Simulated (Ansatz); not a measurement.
`FC(F)(F)C(F)(F)F` + H₂S → `FC(F)(F)S` + `FC(F)F`  (substitution at a C–C bond)

Program: Ansatz. Geometries: PBE0-D4/def2-TZVP. ΔE: electronic, gas phase. CCSD(T)/CBS adds triple-zeta CCSD(T) − MP2 to the extrapolated MP2 energy (def2 sets, frozen cores). This one scheme is used for every species. Functionals use def2-TZVPP. B3LYP here is the variant with VWN-RPA as its local correlation; programs differ in this. HSE06 is defined as in plane-wave codes. Each species was taken in one conformer, which may not be the lowest.

```tsv
level	ΔE (kJ/mol)	difference from CCSD(T)/CBS
LDA (SPW92)	11.1	1.3
PBE-D4	1.0	-8.8
revPBE-D4	0.2	-9.6
BLYP-D4	-1.0	-10.8
r2SCAN-D4	10.4	0.6
B97M-V	14.1	4.3
B3LYP-D4	4.3	-5.5
r2SCANh-D4	11.3	1.5
r2SCAN0-D4	12.4	2.6
HSE06-D4	6.6	-3.2
BHLYP-D4	9.9	0.1
CAM-B3LYP-D4	9.1	-0.7
ωB97X-V	10.8	1.0
ωB97M-V	10.4	0.6
B2PLYP	5.2	-4.6
PBE-QIDH	9.5	-0.3
PBE	-0.3	-10.1
r2SCAN	9.9	0.1
PBE0	5.7	-4.1
B3LYP	2.5	-7.3
r2SCANh	10.7	0.9
r2SCAN0	11.8	2.0
HSE06	5.6	-4.2
BHLYP	9.2	-0.6
LC-ωPBE	7.9	-1.9
RPA@PBE/def2-TZVPP	14.1	4.3
HF/def2-SVP	25.5	15.7
MP2/def2-SVP	22.4	12.6
CCSD(T)/def2-SVP	25.3	15.5
HF/def2-TZVPP	15.4	5.6
MP2/def2-TZVPP	8.3	-1.5
SCS-MP2/def2-TZVPP	8.4	-1.4
CCSD/def2-TZVPP	14.5	4.7
CCSD(T)/def2-TZVPP	12.9	3.1
HF/def2-QZVPP	15.6	5.8
MP2/def2-QZVPP	6.6	-3.2
SCS-MP2/def2-QZVPP	6.9	-2.9
HF/CBS(def2)	15.6	5.8
MP2/CBS(def2)	5.2	-4.6
CCSD/CBS(def2)	11.4	1.6
CCSD(T)/CBS	9.8	0
```

What do rigid-rotor, harmonic-oscillator terms from PBE0-D4/def2-TZVP frequencies (298.15 K, 1 bar) make of the CCSD(T)/CBS value? (Best estimate.)

The calculation gave: ΔZPE = +10.8 kJ/mol, ΔH = +17.8 kJ/mol, ΔS = 28 J/(mol·K), ΔG = +9.6 kJ/mol.

Largest T1 diagnostic among the species: 0.012.

From BLYP to BHLYP (50 % exact exchange), in def2-TZVPP and without D4, ΔE moves by +12.7 kJ/mol. At CCSD(T), def2-SVP lies +15.5 kJ/mol from the extrapolated value and def2-TZVPP +3.1 kJ/mol. Leaving LDA and LC-ωPBE aside and taking each functional with its dispersion term where it has one, the values spread over 15.1 kJ/mol, from BLYP-D4 to B97M-V. LDA lies +11.3 kJ/mol from PBE without D4.

CCSD(T)/CBS has its own doubt, a few kJ/mol and more with outer-core shells, so smaller differences from it don't rank the levels.
